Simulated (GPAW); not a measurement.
## ZnSe (Stilleite): band structure with TASK

**The experiment to reproduce.**

From “Alloy Disordering Effects on the Thermal Conductivity and Energy Gap Temperature Dependence of Cd1−xZnxSe Ternary Crystals Grown by the Bridgman Method”, 2023, pmc:10253836, for a bulk crystal of ZnSe at 300 K: band gap 2.695 ± 0.003 eV (an exciton energy, a little under the gap).

ZnSe (Stilleite):

```
CELL_PARAMETERS angstrom
0.00000 2.83380 2.83380
2.83380 0.00000 2.83380
2.83380 2.83380 0.00000
ATOMIC_POSITIONS crystal
Se 0.75000 0.75000 0.75000
Zn 0.00000 0.00000 0.00000
```

| Property | Result |
| --- | --- |
| Program | GPAW 26.7.0 |
| Task | band structure |
| Functional | TASK |
| Potentials or basis | GPAW PAW data sets (gpaw-data 1.2.1) |
| Cutoff | 600 eV |
| Basis | pw |
| k mesh | 7 × 7 × 7 |
| Occupations | fermi-dirac, width 0.05 eV |
| Spin | spin-orbit coupling, no magnetisation |
| Maxiter | 150 |
| Band path | GXWKGLUWLK,UX |
| Band points | 60 |
| spin axis theta (degrees) | 90 |
| spin axis phi (degrees) | 45 |
| Soc after scf | second variation without the xc potential |

The pressure is 4.7 GPa. The band gap on the k mesh is 2.72 eV, direct and the band gap along the path is 2.72 eV, direct.

Levels at the corners of the path, in eV from the valence-band top:
| point | band 15 | band 16 | band 17 | band 18 | band 19 | band 20 | band 21 | band 22 |
| --- | --- | --- | --- | --- | --- | --- | --- | --- |
| Γ | 0.00 | 0.00 | 0.00 | 0.00 | 2.72 | 2.72 | 6.88 | 6.88 |
| X | -2.55 | -2.55 | -2.37 | -2.37 | 4.18 | 4.18 | 4.53 | 4.53 |
| W | -3.11 | -2.92 | -2.88 | -2.85 | 6.50 | 6.69 | 6.74 | 6.77 |
| K | -3.39 | -3.27 | -2.03 | -2.03 | 4.74 | 4.75 | 6.75 | 6.85 |
| Γ | 0.00 | 0.00 | 0.00 | 0.00 | 2.72 | 2.72 | 6.88 | 6.88 |
| L | -1.16 | -1.16 | -0.94 | -0.94 | 3.76 | 3.76 | 7.54 | 7.54 |
| U | -3.39 | -3.27 | -2.03 | -2.03 | 4.74 | 4.75 | 6.75 | 6.85 |
| W | -3.11 | -2.92 | -2.88 | -2.85 | 6.50 | 6.69 | 6.74 | 6.77 |
| L | -1.16 | -1.16 | -0.94 | -0.94 | 3.76 | 3.76 | 7.54 | 7.54 |
| K | -3.39 | -3.27 | -2.03 | -2.03 | 4.74 | 4.75 | 6.75 | 6.85 |
| U | -3.39 | -3.27 | -2.03 | -2.03 | 4.74 | 4.75 | 6.75 | 6.85 |
| X | -2.55 | -2.55 | -2.37 | -2.37 | 4.18 | 4.18 | 4.53 | 4.53 |

It took 100 s on 1 thread of Intel(R) Xeon(R) Platinum 8488C (Sapphire Rapids) (shared host), peak memory 0.37 GiB.

Measured gap of ZnSe: 2.695 eV (an exciton energy, a little under the gap; 300 K; “Alloy Disordering Effects on the Thermal Conductivity and Energy Gap Temperature Dependence of Cd1−xZnxSe Ternary Crystals Grown by the Bridgman Method”, 2023, pmc:10253836). This calculation gives 2.72 eV (+0.03 eV). The value is that of TASK, without temperature or zero-point motion.

Caveat: spin-orbit coupling was added after a scalar SCF, so levels and gaps hold it while energy, forces, pressure and moments don't; this program's spin-orbit splittings come out too wide for heavy elements; the PAW data sets were made with another functional, which shifts forces and pressure a little.
